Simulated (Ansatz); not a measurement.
Here is the system:

Starting cell, CsBr (CsCl type):

```
CsBr
1.0
    8.77795     0.00000     0.00000
    4.38897     4.38897     0.00000
    0.00000     0.00000     4.38897
Cs Br
2 2
Direct
  0.00000   0.00000   0.00000
  0.50000   0.00000   0.00000
  0.00000   0.50000   0.50000
  0.50000   0.50000   0.50000
```

A phonon eigenvector at M = (0.5, 0.5, 0.0) is frozen into this cell: atom i moves by Q times the vector below, so Q is the largest atomic displacement, in Å. The cell is held. (q is in reciprocal vectors of the primitive cell; the cell shown is doubled to hold the pattern.)

```
atom      x      y       z
----  -----  -----  ------
Cs1   0.000  0.000   1.000
Cs2   0.000  0.000  -1.000
```

Atoms not listed stay in place.

Level of theory: PBE (plane waves to 420 eV, PAW, scalar-relativistic; Ansatz, an electronic-structure program). k mesh 8×8×8 (Γ-centred), Fermi-Dirac smearing 0.05 eV. E stands for the smeared free energy. CsBr was relaxed with its symmetry unable to fall. ΔE is measured from the undisplaced structure.

The scan covers Q from -0.280 to 0.280 Å in 13 points.

Question: Which space group does the distorted structure have?

Answer: P4/nmm (No. 129), lowered from Pm-3m.

Question: What is the energy change at Q = 0.280 Å?

Answer: 28.2 meV/cell.

Question: What harmonic wavenumber does the curvature at Q = 0 give?

Answer: 26 cm⁻¹.

(A displaced cell: forces are minus the slopes of the energy, force constants its curvatures, and phonons follow from these.)
